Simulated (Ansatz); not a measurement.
# Nb (fcc type): how the settings move a single-point run

Question: which choices in the input matter for Nb (fcc type)?

Method: reference: DFT, PBEsol, PAW with Ansatz's default frozen-core files, scalar-relativistic, in Ansatz 0.2.0.

1 further run of the same task is left out (it didn't finish). Runs told in other sessions of the task aren't counted.

## Step 1: The system as given

It takes space group Fm-3m (No. 225, cubic). The conventional cell has a = 3.417 Å, b = 3.417 Å, c = 3.417 Å, α = 90.00°, β = 90.00°, γ = 90.00°. Around Nb (site symmetry m-3m) lie 12 Nb at 2.42 Å.

Structure file:

```cif
data_structure
_symmetry_space_group_name_H-M 'P 1'
_symmetry_Int_Tables_number 1
_cell_length_a 2.4165
_cell_length_b 2.4165
_cell_length_c 2.4165
_cell_angle_alpha 60.000
_cell_angle_beta 60.000
_cell_angle_gamma 60.000
_cell_volume 9.98
loop_
_atom_site_label
_atom_site_type_symbol
_atom_site_fract_x
_atom_site_fract_y
_atom_site_fract_z
_atom_site_occupancy
Nb1 Nb 0.00000 0.00000 0.00000 1
```

## Step 2: The reference run

input.yaml reads:

```yaml
crystal:
  lattice:
    - [0.0, 1.7087440979, 1.7087440979]
    - [1.7087440979, 0.0, 1.7087440979]
    - [1.7087440979, 1.7087440979, 0.0]
  atoms:
    - { symbol: Nb, position: [0.0, 0.0, 0.0] }
kpoints:
  mp_grid: { grid: [16, 16, 16] }
scf:
  occupations: { method: fermi_dirac, width: 0.05 }
hamiltonian:
  xc: pbesol
  pseudopotentials: { kind: paw }
output:
  forces: true
  stress: true
  eigenvalues: true
  populations: true
```

Run with:

```sh
$ ansatz run input.yaml --threads 1 --pin off --max-ram 2048MiB --backend cpu --events-out ev --progress --plain --runs-dir out
```

## Step 3: Variant: chi_scale 0.1, xc pbe

Changes to input.yaml since step 2:

```diff
@@ -11,4 +11,5 @@
   occupations: { method: fermi_dirac, width: 0.05 }
+  initial_density: { chi_scale: 0.1 }
 hamiltonian:
-  xc: pbesol
+  xc: pbe
   pseudopotentials: { kind: paw }
```

Before running it: what results should come out? Wanted: for each run, ending; energy change; pressure; gap; force.

**Answer**, as computed:

| run | ending | energy change | pressure (GPa) | gap (eV) | force (eV/Å) | cycles | time |
| --- | --- | --- | --- | --- | --- | --- | --- |
| reference | converged | - | 285.8 | 0.00 | 0.00 | 6 | 2 s |
| 1: chi_scale 0.1, xc pbe | converged | not comparable | 301.4 | 0.00 | 0.00 | 6 | 2 s |

Residual by cycle in the longest SCF loop of each run; runs are numbered as in the table. The quantity is the density residual dr2, in eV.

| cycle | reference | run 1 |
| --- | --- | --- |
| 1 | 0.202 | 0.23 |
| 2 | 0.035 | 0.0156 |
| 3 | 7.5e-5 | 0.00112 |
| 4 | 5.7e-6 | 1.6e-7 |
| 5 | 1.2e-7 | 5.8e-8 |
| 6 | 6.4e-10 | 2.3e-9 |

**Reading.** After a change of functional the difference of the totals has no physical meaning; the pressure goes from 285.8 to 301.4 GPa. At this fixed cell a higher pressure means that this functional prefers a larger volume than the reference. The structure is not at rest: the sound run finds 286 GPa, so these are no properties of the relaxed crystal. 

At pressures up to 301 GPa the PAW spheres may overlap and frozen cores may not hold, so those PAW values are rough without an all-electron check.
